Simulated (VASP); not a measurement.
# Nd (P6_3/mmc) in VASP: notebook

One crystal, Nd, is run at these levels: PBE, RPBE, PBEsol; tasks: single point, atomic charges.

Program: VASP 6.6.1. These are calculated values, not measurements. Logs are shortened: lines on timing, memory, paths and dates and some standing lists are left out, and cuts for length are marked.

### Step 1. Starting point

The structure is hexagonal, space group P6_3/mmc (No. 194). The conventional cell has a = 3.657 Å, b = 3.657 Å, c = 5.902 Å, α = 90.00°, β = 90.00°, γ = 120.00°. Around Nd (site symmetry -6m2) lie 12 Nd at 3.63 to 3.66 Å.

This isn't the form of Nd at room conditions, which is double hcp.

### Step 2. Single point, PBE, collinear spin, ferromagnetic start

run.py

```python
from ase import Atoms
from ase.calculators.vasp import Vasp
from ase.dft.bandgap import bandgap

atoms = Atoms(
    ['Nd', 'Nd'],
    cell=[[3.657, 0.0, 0.0], [-1.8285, 3.1670549016, 0.0], [0.0, 0.0, 5.902]],
    scaled_positions=[[0.6666666667, 0.3333333333, 0.75], [0.3333333333, 0.6666666667, 0.25]],
    pbc=True,
)
atoms.set_initial_magnetic_moments([3.0, 3.0])
calc = Vasp(
    directory='calc',
    xc='lda',
    pp='PBE',
    setups='minimal',
    prec='Accurate',
    encut=500,
    ediff=1e-06,
    ismear=0,
    sigma=0.1,
    lreal=False,
    lasph=True,
    nelm=120,
    algo='Normal',
    isif=2,
    lwave=False,
    lcharg=False,
    ispin=2,
    lorbit=11,
    lmaxmix=6,
    kpts=[8, 8, 5],
    gamma=True,
    nbands=25,
)
atoms.calc = calc

print('energy (eV):', atoms.get_potential_energy())
print('free energy (eV):', atoms.get_potential_energy(force_consistent=True))
print('forces (eV/A):')
print(atoms.get_forces())
print('stress (eV/A^3, Voigt):', atoms.get_stress())
print('Fermi level (eV):', calc.get_fermi_level())
print('moment (muB):', atoms.get_magnetic_moment())
print('site moments (muB):', atoms.get_magnetic_moments())
gap, top, bottom = bandgap(calc)
print('band gap (eV):', gap, 'from (spin, k, band)', top, 'to', bottom)
```

Potentials or basis: VASP PAW PBE potentials, release 64 (Nd).

Started as:

```console
$ python run.py
```

The program printed:

```text
<dir> UserWarning: XC is set to LDA, but PP is set to PBE.
 Please check that this is really what you intended!

  warnings.warn("XC is set to LDA, but PP is set to "
energy (eV): -12.96382108
free energy (eV): -12.98069314
forces (eV/A):
[[ 0. -0.  0.]
 [-0.  0.  0.]]
stress (eV/A^3, Voigt): [-0.00272669 -0.00272669  0.00109895 -0.         -0.         -0.        ]
Fermi level (eV): 4.65808653
moment (muB): 8.2246276
site moments (muB): [3.359 3.359]
band gap (eV): 0.0 from (spin, k, band) (None, None, None) to (None, None, None)
```

OUTCAR:

```text
ENCUT = 500.000000
   EDIFF = 1.00e-06
   PREC = Accurate
   ISIF = 2
   ISMEAR = 0
   ISPIN = 2
   LORBIT = 11
   NELM = 120
   LASPH = .TRUE.
   LREAL = .FALSE.

 ion  position               nearest neighbor table
   1  0.667  0.333  0.750-
   2  0.333  0.667  0.250-

  LATTYP: Found a hexagonal cell.
 ALAT       =     3.6570000000
 C/A-ratio  =     1.6138911676

  Lattice vectors:

 A1 = (   3.6570000000,   0.0000000000,   0.0000000000)
 A2 = (  -1.8285000000,   3.1670549016,   0.0000000000)
 A3 = (   0.0000000000,   0.0000000000,   5.9020000000)

Analysis of symmetry for initial positions (statically):
=====================================================================
 Subroutine PRICEL returns:
 Original cell was already a primitive cell.

 Routine SETGRP: Setting up the symmetry group for a
 hexagonal supercell.

 Subroutine GETGRP returns: Found 24 space group operations
 (whereof 12 operations were pure point group operations)
 out of a pool of 24 trial point group operations.

The static configuration has the point symmetry D_3d.
 The point group associated with its full space group is D_6h.

Analysis of symmetry for dynamics (positions and initial velocities):
=====================================================================
 Subroutine PRICEL returns:
 Original cell was already a primitive cell.

 Routine SETGRP: Setting up the symmetry group for a
 hexagonal supercell.

 Subroutine GETGRP returns: Found 24 space group operations
 (whereof 12 operations were pure point group operations)
 out of a pool of 24 trial point group operations.

The dynamic configuration has the point symmetry D_3d.
 The point group associated with its full space group is D_6h.

Analysis of structural, dynamic, and magnetic symmetry:
=====================================================================
 Subroutine PRICEL returns:
 Original cell was already a primitive cell.

 Routine SETGRP: Setting up the symmetry group for a
 hexagonal supercell.

 Subroutine GETGRP returns: Found 24 space group operations
 (whereof 12 operations were pure point group operations)
 out of a pool of 24 trial point group operations.

The overall configuration has the point symmetry D_3d.
 The point group associated with its full space group is D_6h.

 Subroutine INISYM returns: Found 24 space group operations
 (whereof 12 operations are pure point group operations),
 and found     1 'primitive' translations

----------------------------------------------------------------------------------------

                                     Primitive cell

  volume of cell :      68.3565

  direct lattice vectors                    reciprocal lattice vectors
     3.657000000  0.000000000  0.000000000     0.273448182  0.157875381  0.000000000
    -1.828500000  3.167054902  0.000000000     0.000000000  0.315750762  0.000000000
     0.000000000  0.000000000  5.902000000     0.000000000  0.000000000  0.169434090

  length of vectors
     3.657000000  3.657000000  5.902000000     0.315750762  0.315750762  0.169434090

  position of ions in fractional coordinates (direct lattice)
     0.666666667  0.333333333  0.750000000
     0.333333333  0.666666667  0.250000000

  ion indices of the primitive-cell ions
   primitive index   ion index
                 1           1
                 2           2

----------------------------------------------------------------------------------------

 KPOINTS: KPOINTS created by Atomic Simulation Env

Automatic generation of k-mesh.
 Grid dimensions read from file:
 generate k-points for:    8    8    5

 Generating k-lattice:

  Cartesian coordinates                     Fractional coordinates (reciprocal lattice)
     0.034181023  0.019734423  0.000000000     0.125000000 -0.000000000  0.000000000
     0.000000000  0.039468845  0.000000000     0.000000000  0.125000000  0.000000000
     0.000000000  0.000000000  0.033886818     0.000000000  0.000000000  0.200000000

  Length of vectors
     0.039468845  0.039468845  0.033886818

  Shift w.r.t. Gamma in fractional coordinates (k-lattice)
     0.000000000  0.000000000  0.000000000

 Subroutine IBZKPT returns following result:
 ===========================================

 Found     30 irreducible k-points:

 Following reciprocal coordinates:
            Coordinates               Weight
  0.000000  0.000000  0.000000      1.000000
  0.125000  0.000000  0.000000      6.000000
  0.250000  0.000000  0.000000      6.000000
  0.375000  0.000000  0.000000      6.000000
  0.500000  0.000000  0.000000      3.000000
  0.125000  0.125000  0.000000      6.000000
[... 16 lines left out ...]
  0.250000  0.000000  0.400000     12.000000
  0.375000  0.000000  0.400000     12.000000
 [... further k-points ...]
   k-points           NKPTS =     30   k-points in BZ     NKDIM =     30   number of bands    NBANDS=     25
   number of dos      NEDOS =    301   number of ions     NIONS =      2
   total plane-waves  NPLWV =  37632
   dimension x,y,z NGX =    28 NGY =   28 NGZ =   48
   dimension x,y,z NGXF=    56 NGYF=   56 NGZF=   96
   ions per type =               2
   NGX,Y,Z   is equivalent  to a cutoff of  12.73, 12.73, 13.52 a.u.
   NGXF,Y,Z  is equivalent  to a cutoff of  25.46, 25.46, 27.04 a.u.
 SYSTEM =  unknown system
   PREC   = accura    normal or accurate (medium, high low for compatibility)
   ISTART =      0    job   : 0-new  1-cont  2-samecut
   ICHARG =      2    charge: 1-file 2-atom 10-const
   ISPIN  =      2    spin polarized calculation?
   LNONCOLLINEAR =      F non collinear calculations
   LSORBIT =      F    spin-orbit coupling
   LASPH  =      T    aspherical Exc in radial PAW
   ENCUT  =  500.0 eV  36.75 Ry    6.06 a.u.   6.67  6.67 10.76*2*pi/ulx,y,z
   NELM   =    120;   NELMIN=  2; NELMDL= -5     # of ELM steps
   EDIFF  = 0.1E-05   stopping-criterion for ELM
   LREAL  =      F    real-space projection
   EDIFFG = 0.1E-04   stopping-criterion for IOM
   NSW    =      0    number of steps for IOM
   IBRION =     -1    ionic relax: 0-MD 1-quasi-New 2-CG
   NFREE  =      0    steps in history (QN), initial steepest desc. (CG)
   ISIF   =      2    stress and relaxation
   ISYM   =      2    0-nonsym 1-usesym 2-fastsym
   POTIM  = 0.5000    time-step for ionic-motion
   TEBEG  =    0.0;   TEEND  =   0.0 temperature during run
   PSTRESS=    0.0 pullay stress
   NELECT =      28.0000    total number of electrons
   NUPDOWN=      -1.0000    fix difference up-down
   EMIN   =  10.00;   EMAX   =-10.00  energy-range for DOS
   EFERMI =   0.00;   METHOD = LEGACY
   ISMEAR =     0;   SIGMA  =   0.10  broadening in eV -4-tet -1-fermi 0-gaus
   EFERMI_NEDOS =   21; number of points for ismear=-14 and -15
   IALGO  =     38    algorithm
   IMIX   =      4    mixing-type and parameters
     AMIX     =   0.40;   BMIX     =  1.00
     AMIX_MAG =   1.60;   BMIX_MAG =  1.00
  volume/ion in A,a.u.               =      34.18       230.65
  Fermi-wavevector in a.u.,A,eV,Ry     =   1.215815  2.297558 20.112224  1.478207
  Thomas-Fermi vector in A             =   2.351190
   LORBIT       =     11    0 simple, 1 ext, 2 COOP (PROOUT), +10 PAW based schemes
   GGA     = PE    functional components
   LHFCALC =     F    Hartree Fock is set to
   AEXX    =    0.0000 exact exchange contribution
   IVDW    =     0    specifies the selected vdW correction
   LEPSILON=     F    determine dielectric tensor
   LRPA    =     F    only Hartree local field effects (RPA)
 spin polarized calculation
 Gauss-broadening in eV      SIGMA  =   0.10
  energy-cutoff  :      500.00
  volume of cell :       68.36
 maximum number of plane-waves:      1761
 NGX is ok and might be reduce to    28
   NGX = 13   NGY = 13   NGZ = 21

 number of electron      28.0000007 magnetization       8.2246276

 Free energy of the ion-electron system (eV)
  ---------------------------------------------------
  ext. energy  EPLUGINS =         0.00000000
  ---------------------------------------------------
  free energy    TOTEN  =       -12.98069314 eV

  energy without entropy =      -12.94694901  energy(sigma->0) =      -12.96382108

 E-fermi :   4.6581     XC(G=0):  -9.8854

 val. band max:        4.6565063218   @ k =   0.2500   0.1250   0.4000
 cond. band min:       4.6602838027   @ k =   0.1250   0.0000   0.2000
 fundamental gap:      0.0037774809
 Fermi energy:         4.6580865251

 spin component 1

 k-point     1 :       0.0000    0.0000    0.0000
  band No.  band energies     occupation
      1     -32.6869      1.00000
      2     -32.5377      1.00000
      3     -14.5007      1.00000
      4     -13.5049      1.00000
      5     -13.5049      1.00000
      6     -13.3431      1.00000
[... 661 lines left out ...]
     24       5.1544      0.00000
     25       5.5252      0.00000

 [... further k-points ...]

 spin component 2

 k-point     1 :       0.0000    0.0000    0.0000
  band No.  band energies     occupation
      1     -31.0477      1.00000
      2     -30.8858      1.00000
      3     -13.2207      1.00000
      4     -12.2059      1.00000
      5     -12.2059      1.00000
      6     -12.0369      1.00000
[... 661 lines left out ...]
     24       7.3515      0.00000
     25       7.3610      0.00000

 [... further k-points ...]

------------------------ aborting loop because EDIFF is reached ----------------------------------------

  FORCE on cell =-STRESS in cart. coord.  units (eV):
  Direction    XX          YY          ZZ          XY          YZ          ZX
  --------------------------------------------------------------------------------------
  -------------------------------------------------------------------------------------
  Total        0.1863870      0.1863870     -0.0751202      0.0000000     -0.0000000      0.0000000
  in kB        4.3686430      4.3686430     -1.7607091      0.0000000     -0.0000000      0.0000000
  external PRESSURE =       2.3255256 kB  Pullay stress =       0.0000000 kB

 VOLUME and BASIS-vectors are now :
 -----------------------------------------------------------------------------
  energy-cutoff  :      500.00
  volume of cell :       68.36
      direct lattice vectors                 reciprocal lattice vectors
     3.657000000  0.000000000  0.000000000     0.273448182  0.157875381  0.000000000
    -1.828500000  3.167054902  0.000000000     0.000000000  0.315750762  0.000000000
     0.000000000  0.000000000  5.902000000     0.000000000  0.000000000  0.169434090

 POSITION                                       TOTAL-FORCE (eV/Angst)
 -----------------------------------------------------------------------------------
      1.82850      1.05568      4.42650         0.000000     -0.000000      0.000000
     -0.00000      2.11137      1.47550        -0.000000      0.000000      0.000000
 -----------------------------------------------------------------------------------
    total drift:                               -0.000000      0.000000     -0.000000

  FREE ENERGIE OF THE ION-ELECTRON SYSTEM (eV)
  ---------------------------------------------------
  free  energy   TOTEN  =       -12.9806931366 eV

  energy  without entropy=      -12.9469490142  energy(sigma->0) =      -12.96382108

 total charge

# of ion       s       p       d       f       tot
--------------------------------------------------
    1        2.025   5.365   0.560   3.265  11.215
    2        2.025   5.365   0.560   3.265  11.215
--------------------------------------------------
tot          4.051  10.730   1.119   6.531  22.430

 magnetization (x)

# of ion       s       p       d       f       tot
--------------------------------------------------
    1       -0.003  -0.092   0.215   3.239   3.359
    2       -0.003  -0.092   0.215   3.239   3.359
--------------------------------------------------
tot         -0.006  -0.185   0.431   6.479   6.718
```

INCAR:

```text
ENCUT = 500.000000
SIGMA = 0.100000
EDIFF = 1.00e-06
ALGO = Normal
PREC = Accurate
ISIF = 2
ISMEAR = 0
ISPIN = 2
LMAXMIX = 6
LORBIT = 11
NBANDS = 25
NELM = 120
LASPH = .TRUE.
LCHARG = .FALSE.
LWAVE = .FALSE.
LREAL = .FALSE.
MAGMOM = 2*3.0000
```

Run time: 2.2 min. Hardware: 1 thread of Intel Xeon 6975P-C (Granite Rapids), shared host; peak memory 0.26 GiB.

Results:

| Quantity | Value |
| --- | --- |
| Free energy | -12.9807 eV |
| Pressure | 0.2 GPa |
| Band gap on the k mesh | none (metal or under the smearing width) |
| Net moment | 8.22 μB per cell |
| Site moments | Nd +3.36 μB |
| Valence electrons inside the program's atomic spheres | Nd 11.21 |

Stress tensor (GPa, compression positive):
```
 0.44  0.00  0.00
 0.00  0.44  0.00
 0.00  0.00 -0.18
```

Caveat: ASE's xc='lda' writes no GGA tag, so the PBE potentials set the functional and the run is PBE; the magnetic or orbital state may not be the lowest; spin-orbit coupling is left out, which moves the levels of the heavy elements. The state reached can hang on the start; a lower one may exist.

### Step 3. Single point, RPBE, collinear spin, ferromagnetic start

INCAR

```
SYSTEM = Nd
ALGO     = Normal         ! electronic algorithm
EDIFF    = 1E-6           ! SCF threshold, eV
ENCUT    = 520            ! plane-wave cutoff, eV
GGA      = RP             ! functional
ISIF     = 2              ! what is computed and relaxed
ISMEAR   = 0              ! smearing method
ISPIN    = 2              ! spin polarisation
LASPH    = .True.         ! aspherical terms in the spheres
LCHARG   = .False.        ! write CHGCAR
LMAXMIX  = 6              ! l up to which the mixer works
LORBIT   = 11             ! projections on sites
LREAL    = .False.        ! projectors in reciprocal space
LWAVE    = .False.        ! write WAVECAR
MAGMOM   = 3 3            ! initial moments
NELM     = 150            ! most SCF steps
PREC     = Accurate       ! precision mode
SIGMA    = 0.05           ! smearing width, eV
```

KPOINTS

```
k-points
0
Gamma
  8 8 5
  0 0 0
```

POSCAR

```
Nd
3.657
    1.000000000000      0.000000000000      0.000000000000
   -0.500000000000      0.866025403774      0.000000000000
    0.000000000000      0.000000000000      1.613891167624
Nd
2
Direct
    0.6666666667      0.3333333333      0.7500000000
    0.3333333333      0.6666666667      0.2500000000
```

Potentials or basis: VASP PAW PBE potentials, release 64 (Nd_3), 4f in core.

Started as:

```console
$ cat potpaw_PBE.64/Nd_3/POTCAR > POTCAR
$ mpirun -np 1 vasp_std > vasp.out
```

Wall time 2.4 min (1 thread of Intel Xeon Platinum 8375C at 2.90GHz (Ice Lake), shared host); peak memory 0.24 GiB.

Results (log left out):

| Quantity | Value |
| --- | --- |
| Free energy | -8.6077 eV |
| Pressure | 3.2 GPa |
| Band gap on the k mesh | none (metal or under the smearing width) |
| Net moment | 0.00 μB per cell |
| Valence electrons inside the program's atomic spheres | Nd 8.91 |

Stress tensor (GPa, compression positive):
```
3.30 0.00 0.00
0.00 3.30 0.00
0.00 0.00 2.88
```

Levels at points of the mesh, in eV from the Fermi level:
Spin up:
```tsv
k point	band 9	band 10	band 11	band 12	band 13	band 14
(0.00, 0.00, 0.00)	-3.94	-1.99	1.49	1.49	1.56	2.09
(0.50, 0.00, 0.00)	-1.64	-1.45	-1.20	0.95	1.27	1.51
```
Spin down:
| k point | band 8 | band 9 | band 10 | band 11 | band 12 | band 13 | band 14 | band 15 |
| --- | --- | --- | --- | --- | --- | --- | --- | --- |
| (0.00, 0.00, 0.00) | -18.49 | -3.94 | -1.99 | 1.49 | 1.49 | 1.56 | 2.09 | 2.15 |
| (0.50, 0.00, 0.00) | -18.65 | -1.65 | -1.45 | -1.20 | 0.95 | 1.27 | 1.51 | 2.14 |

Caveat: the magnetic or orbital state may not be the lowest; the PAW data sets were made with another functional, which shifts forces and pressure a little; spin-orbit coupling is left out, which moves the levels of the heavy elements; the 4f electrons are frozen in the core as for a trivalent ion, so they carry no moment and show no levels.

### Step 4. Single point, RPBE, collinear spin, ferromagnetic start

Edit run.py of step 2 so:

```diff
@@ -13,13 +13,13 @@
     directory='calc',
-    xc='lda',
+    xc='rpbe',
     pp='PBE',
-    setups='minimal',
+    setups='materialsproject',
     prec='Accurate',
-    encut=500,
+    encut=520,
     ediff=1e-06,
     ismear=0,
-    sigma=0.1,
+    sigma=0.05,
     lreal=False,
     lasph=True,
-    nelm=120,
+    nelm=150,
     algo='Normal',
@@ -33,3 +33,3 @@
     gamma=True,
-    nbands=25,
+    nbands=22,
 )
```

Potentials or basis: VASP PAW PBE potentials, release 64 (Nd_3), 4f in core.

Started as:

```console
$ python run.py
```

The program printed:

```text
energy (eV): -8.60466814
free energy (eV): -8.60771111
forces (eV/A):
[[-0.  0.  0.]
 [ 0. -0.  0.]]
stress (eV/A^3, Voigt): [-0.02058575 -0.02058575 -0.01797945 -0.         -0.         -0.        ]
Fermi level (eV): 3.63677437
moment (muB): 0.0018554
site moments (muB): [0. 0.]
band gap (eV): 0.0 from (spin, k, band) (None, None, None) to (None, None, None)
```

OUTCAR:

```text
ENCUT = 520.000000
   EDIFF = 1.00e-06
   GGA = RP
   PREC = Accurate
   ISIF = 2
   ISMEAR = 0
   ISPIN = 2
   LORBIT = 11
   NELM = 150
   LASPH = .TRUE.
[... 1455 lines left out ...]

 total charge

# of ion       s       p       d       tot
------------------------------------------
    1        2.162   5.778   0.974   8.914
    2        2.162   5.778   0.974   8.914
--------------------------------------------------
tot          4.324  11.556   1.948  17.829

 magnetization (x)

# of ion       s       p       d       tot
------------------------------------------
    1        0.000   0.000   0.000   0.000
    2        0.000   0.000   0.000   0.000
--------------------------------------------------
tot          0.000   0.000   0.001   0.001
```

INCAR:

```text
ENCUT = 520.000000
SIGMA = 0.050000
EDIFF = 1.00e-06
ALGO = Normal
GGA = RP
PREC = Accurate
ISIF = 2
ISMEAR = 0
ISPIN = 2
LMAXMIX = 6
LORBIT = 11
NBANDS = 22
NELM = 150
LASPH = .TRUE.
LCHARG = .FALSE.
LWAVE = .FALSE.
LREAL = .FALSE.
MAGMOM = 2*3.0000
```

Run time: 3.7 min. Hardware: 1 thread of Intel Xeon Platinum 8375C at 2.90GHz (Ice Lake), shared host; peak memory 0.25 GiB.

What came out:

```yaml
Free_energy: -8.6077 eV
Pressure: 3.2 GPa
Band_gap_on_the_k_mesh: none (metal or under the smearing width)
Net_moment: 0.00 μB per cell
Valence_electrons_inside_the_program's_atomic_spheres: Nd 8.91
```

Stress tensor (GPa, compression positive):
```
3.30 0.00 0.00
0.00 3.30 0.00
0.00 0.00 2.88
```

Caveat: the magnetic or orbital state may not be the lowest; the PAW data sets were made with another functional, which shifts forces and pressure a little; spin-orbit coupling is left out, which moves the levels of the heavy elements; the 4f electrons are frozen in the core as for a trivalent ion, so they carry no moment and show no levels.

(Continued in part 2 of 2.)
